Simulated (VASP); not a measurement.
# PbF2 (Pnma) in VASP: single point with PBE

Aim: the single point of PbF2 with PBE.

Everything below comes from runs of VASP 6.6.1. Logs are shortened: lines on timing, memory, paths and dates and some standing lists are left out, and cuts for length are marked.

### Step 1. The undisturbed crystal

The structure is orthorhombic, space group Pnma (No. 62). The conventional cell has a = 6.440 Å, b = 3.899 Å, c = 7.651 Å, α = 90.00°, β = 90.00°, γ = 90.00°. Pb (site symmetry m) has 7 F at 2.41 to 2.69 Å as nearest neighbours. Around F (site symmetry m) lie 4 Pb at 2.45 to 2.64 Å and 2 F at 2.81 Å. F (site symmetry m) has 3 Pb at 2.41 to 2.69 Å as nearest neighbours.

### Step 2. Single point, PBE (ions relaxed at fixed cell)

Input file INCAR:

```
SYSTEM = PbF2
PREC = Accurate
ENCUT = 520
EDIFF = 1E-7
ISMEAR = -1
SIGMA = 0.02
LREAL = .FALSE.
LASPH = .TRUE.
NELM = 100
ALGO = Fast
ISIF = 2
LWAVE = .FALSE.
LCHARG = .FALSE.
GGA = PE
NBANDS = 68
```

Input file KPOINTS:

```
regular mesh
0
G
  3 5 3
  0 0 0
```

Input file POSCAR:

```
PbF2
1.0
    6.4400000000      0.0000000000      0.0000000000
    0.0000000000      3.8990000000      0.0000000000
    0.0000000000      0.0000000000      7.6510000000
Pb F
4 8
Direct
    0.2556530546      0.2500000000      0.1049836709
    0.2443469454      0.7500000000      0.6049836709
    0.7556530546      0.2500000000      0.3950163291
    0.7443469454      0.7500000000      0.8950163291
    0.8591749973      0.2500000000      0.0675376107
    0.6408250027      0.7500000000      0.5675376107
    0.3591749973      0.2500000000      0.4324623893
    0.1408250027      0.7500000000      0.9324623893
    0.4749521863      0.2500000000      0.8440020086
    0.0250478137      0.7500000000      0.3440020086
    0.9749521863      0.2500000000      0.6559979914
    0.5250478137      0.7500000000      0.1559979914
```

Potentials or basis: VASP PAW PBE potentials, release 64 (Pb_d, F).

Started as:

```bash
cat potpaw_PBE.64/Pb_d/POTCAR potpaw_PBE.64/F/POTCAR > POTCAR
mpirun -np 1 vasp_std > vasp.out
```

OUTCAR:

```text
SYSTEM = PbF2
   PREC = Accurate
   ENCUT = 520
   EDIFF = 1E-7
   ISMEAR = -1
   LREAL = .FALSE.
   LASPH = .TRUE.
   NELM = 100
   ISIF = 2
   GGA = PE

 ion  position               nearest neighbor table
   1  0.256  0.250  0.105-   9 2.45   8 2.47   8 2.47   5 2.57   7 2.59  12 2.64  12 2.64   3 3.91
                             3 3.91   4 4.04   4 4.04
   2  0.244  0.750  0.605-  10 2.45   7 2.47   7 2.47   6 2.57   8 2.59  11 2.64  11 2.64   4 3.91
                             4 3.91   3 4.04   3 4.04
   3  0.756  0.250  0.395-  11 2.45   6 2.47   6 2.47   7 2.57   5 2.59  10 2.64  10 2.64   1 3.91
                             1 3.91   2 4.04   2 4.04
   4  0.744  0.750  0.895-  12 2.45   5 2.47   5 2.47   8 2.57   6 2.59   9 2.64   9 2.64   2 3.91
                             2 3.91   1 4.04   1 4.04
   5  0.859  0.250  0.068-   4 2.47   4 2.47   1 2.57   3 2.59
   6  0.641  0.750  0.568-   3 2.47   3 2.47   2 2.57   4 2.59
   7  0.359  0.250  0.432-   2 2.47   2 2.47   3 2.57   1 2.59
   8  0.141  0.750  0.932-   1 2.47   1 2.47   4 2.57   2 2.59
   9  0.475  0.250  0.844-   1 2.45   4 2.64   4 2.64
  10  0.025  0.750  0.344-   2 2.45   3 2.64   3 2.64
  11  0.975  0.250  0.656-   3 2.45   2 2.64   2 2.64
  12  0.525  0.750  0.156-   4 2.45   1 2.64   1 2.64

  LATTYP: Found a simple orthorhombic cell.
 ALAT       =     3.8990000000
 B/A-ratio  =     1.6517055655
 C/A-ratio  =     1.9622980251

  Lattice vectors:

 A1 = (   0.0000000000,  -3.8990000000,   0.0000000000)
 A2 = (   6.4400000000,   0.0000000000,   0.0000000000)
 A3 = (   0.0000000000,   0.0000000000,   7.6510000000)

Analysis of symmetry for initial positions (statically):
=====================================================================
 Subroutine PRICEL returns:
 Original cell was already a primitive cell.

 Routine SETGRP: Setting up the symmetry group for a
 simple orthorhombic supercell.

 Subroutine GETGRP returns: Found  8 space group operations
 (whereof  2 operations were pure point group operations)
 out of a pool of  8 trial point group operations.

The static configuration has the point symmetry S_2 .
 The point group associated with its full space group is D_2h.

Analysis of symmetry for dynamics (positions and initial velocities):
=====================================================================
 Subroutine PRICEL returns:
 Original cell was already a primitive cell.

[... 127 lines left out ...]
   NUPDOWN=      -1.0000    fix difference up-down
   EMIN   =  10.00;   EMAX   =-10.00  energy-range for DOS
   EFERMI =   0.00;   METHOD = LEGACY
   ISMEAR =    -1;   SIGMA  =   0.02  broadening in eV -4-tet -1-fermi 0-gaus
   EFERMI_NEDOS =   21; number of points for ismear=-14 and -15
   IALGO  =     68    algorithm
   IMIX   =      4    mixing-type and parameters
     AMIX     =   0.40;   BMIX     =  1.00
     AMIX_MAG =   1.60;   BMIX_MAG =  1.00
  volume/ion in A,a.u.               =      16.01       108.04
  Fermi-wavevector in a.u.,A,eV,Ry     =   1.367608  2.584405 25.447691  1.870353
  Thomas-Fermi vector in A             =   2.493646
   LORBIT       =      0    0 simple, 1 ext, 2 COOP (PROOUT), +10 PAW based schemes
   GGA     = PE    functional components
   LHFCALC =     F    Hartree Fock is set to
   AEXX    =    0.0000 exact exchange contribution
   IVDW    =     0    specifies the selected vdW correction
   LEPSILON=     F    determine dielectric tensor
   LRPA    =     F    only Hartree local field effects (RPA)
 non-spin polarized calculation
 RMM-DIIS sequential band-by-band and
  energy-cutoff  :      520.00
  volume of cell :      192.11
 maximum number of plane-waves:      5192
 NGX is ok and might be reduce to    48
   NGX = 23   NGY = 15   NGZ = 29

 number of electron     112.0000032 magnetization

 Free energy of the ion-electron system (eV)
  ---------------------------------------------------
  ext. energy  EPLUGINS =         0.00000000
  ---------------------------------------------------
  free energy    TOTEN  =       -57.03680012 eV

  energy without entropy =      -57.03680012  energy(sigma->0) =      -57.03680012

 E-fermi :   3.1165     XC(G=0):  -9.9943

 val. band max:        2.6498853161   @ k =   0.0000   0.4000   0.0000
 cond. band min:       6.9596877795   @ k =   0.0000   0.0000   0.0000
 fundamental gap:      4.3098024634
 Fermi energy:         3.1165342105

 k-point     1 :       0.0000    0.0000    0.0000
  band No.  band energies     occupation
      1     -18.7211      2.00000
      2     -18.5983      2.00000
      3     -18.3817      2.00000
      4     -18.3690      2.00000
      5     -18.0813      2.00000
      6     -18.0470      2.00000
[... 841 lines left out ...]
     67      10.3964      0.00000
     68      10.5314      0.00000

------------------------ aborting loop because EDIFF is reached ----------------------------------------

  FORCE on cell =-STRESS in cart. coord.  units (eV):
  Direction    XX          YY          ZZ          XY          YZ          ZX
  --------------------------------------------------------------------------------------
  -------------------------------------------------------------------------------------
  Total        3.0473808      2.9216991      3.2459295     -0.0000000      0.0000000      0.0000000
  in kB       25.4144082     24.3662542     27.0702558     -0.0000000      0.0000000      0.0000000
  external PRESSURE =      25.6169727 kB  Pullay stress =       0.0000000 kB

 VOLUME and BASIS-vectors are now :
 -----------------------------------------------------------------------------
  energy-cutoff  :      520.00
  volume of cell :      192.11
      direct lattice vectors                 reciprocal lattice vectors
     6.440000000  0.000000000  0.000000000     0.155279503  0.000000000  0.000000000
     0.000000000  3.899000000  0.000000000     0.000000000  0.256476019  0.000000000
     0.000000000  0.000000000  7.651000000     0.000000000  0.000000000  0.130701869

 POSITION                                       TOTAL-FORCE (eV/Angst)
 -----------------------------------------------------------------------------------
      1.64641      0.97475      0.80323        -0.005982      0.000000      0.019557
      1.57359      2.92425      4.62873         0.005982      0.000000      0.019557
      4.86641      0.97475      3.02227        -0.005982     -0.000000     -0.019557
      4.79359      2.92425      6.84777         0.005982      0.000000     -0.019557
      5.53309      0.97475      0.51673         0.000143      0.000000      0.001302
      4.12691      2.92425      4.34223        -0.000143      0.000000      0.001302
      2.31309      0.97475      3.30877         0.000143      0.000000     -0.001302
      0.90691      2.92425      7.13427        -0.000143     -0.000000     -0.001302
      3.05869      0.97475      6.45746         0.005913     -0.000000     -0.012084
      0.16131      2.92425      2.63196        -0.005913      0.000000     -0.012084
      6.27869      0.97475      5.01904         0.005913      0.000000      0.012084
      3.38131      2.92425      1.19354        -0.005913      0.000000      0.012084
 -----------------------------------------------------------------------------------
    total drift:                                0.000000     -0.000000     -0.000000

  FREE ENERGIE OF THE ION-ELECTRON SYSTEM (eV)
  ---------------------------------------------------
  free  energy   TOTEN  =       -57.0368001183 eV

  energy  without entropy=      -57.0368001183  energy(sigma->0) =      -57.03680012
```

OSZICAR:

```text
N       E                     dE             d eps       ncg     rms          rms(c)
DAV:   1     0.176193239096E+04    0.17619E+04   -0.54637E+04  1632   0.199E+03
DAV:   2     0.266251925100E+03   -0.14957E+04   -0.14153E+04  1768   0.585E+02
DAV:   3    -0.422531748906E+02   -0.30851E+03   -0.29433E+03  1948   0.280E+02
DAV:   4    -0.639724134279E+02   -0.21719E+02   -0.21496E+02  2112   0.793E+01
DAV:   5    -0.645023685912E+02   -0.52996E+00   -0.52634E+00  1828   0.127E+01    0.157E+01
RMM:   6    -0.569573734171E+02    0.75450E+01   -0.26756E+01  1769   0.189E+01    0.416E+00
RMM:   7    -0.570776401850E+02   -0.12027E+00   -0.41152E+00  2110   0.118E+01    0.332E+00
RMM:   8    -0.570403054433E+02    0.37335E-01   -0.92783E-01  2003   0.468E+00    0.109E+00
RMM:   9    -0.570341639148E+02    0.61415E-02   -0.23453E-01  2126   0.265E+00    0.354E-01
RMM:  10    -0.570362789398E+02   -0.21150E-02   -0.59406E-02  2444   0.128E+00    0.183E-01
RMM:  11    -0.570369841897E+02   -0.70525E-03   -0.82505E-03  2242   0.654E-01    0.758E-02
RMM:  12    -0.570367697824E+02    0.21441E-03   -0.18353E-03  2110   0.293E-01    0.484E-02
RMM:  13    -0.570367956516E+02   -0.25869E-04   -0.73218E-04  2653   0.134E-01    0.651E-03
RMM:  14    -0.570367994064E+02   -0.37547E-05   -0.80267E-05  2603   0.425E-02    0.400E-03
RMM:  15    -0.570368006837E+02   -0.12773E-05   -0.12156E-05  2302   0.160E-02    0.309E-03
RMM:  16    -0.570368001636E+02    0.52013E-06   -0.25872E-06  2194   0.799E-03    0.409E-04
RMM:  17    -0.570368001183E+02    0.45275E-07   -0.72933E-07  1697   0.389E-03
   1 F= -.57036800E+02 E0= -.57036800E+02  d E =-.320934E-11
```

stdout:

```text
POSCAR found type information on POSCAR PbF
 POSCAR found :  2 types and      12 ions
 scaLAPACK will be used
 LDA part: xc-table for (Slater+PW92), standard interpolation
 POSCAR, INCAR and KPOINTS ok, starting setup
 FFT: planning ... GRIDC
 FFT: planning ... GRID_SOFT
 FFT: planning ... GRID
 WAVECAR not read
 entering main loop
```

Wall time 3.1 min (1 thread of Intel Xeon Platinum 8488C (Sapphire Rapids), shared host); peak memory 0.34 GiB.

What came out:

| Property | Result |
| --- | --- |
| Free energy | -57.0368 eV |
| Pressure | 2.6 GPa |
| Largest force | 0.020 eV/Å |
| Band gap on the k mesh | 4.31 eV, indirect (least direct gap 4.56 eV) |

Forces on the atoms (eV/Å):
```
Pb  -0.006  0.000  0.020
Pb   0.006  0.000  0.020
Pb  -0.006  0.000 -0.020
Pb   0.006  0.000 -0.020
F    0.000  0.000  0.001
F    0.000  0.000  0.001
F    0.000  0.000 -0.001
F    0.000  0.000 -0.001
F    0.006  0.000 -0.012
F   -0.006  0.000 -0.012
F    0.006  0.000  0.012
F   -0.006  0.000  0.012
```

Caveat: spin-orbit coupling is left out, which as a rule narrows the gap of such compounds by several tenths of an eV; an odd mesh through Γ misses points on the zone boundary, where band edges often lie.
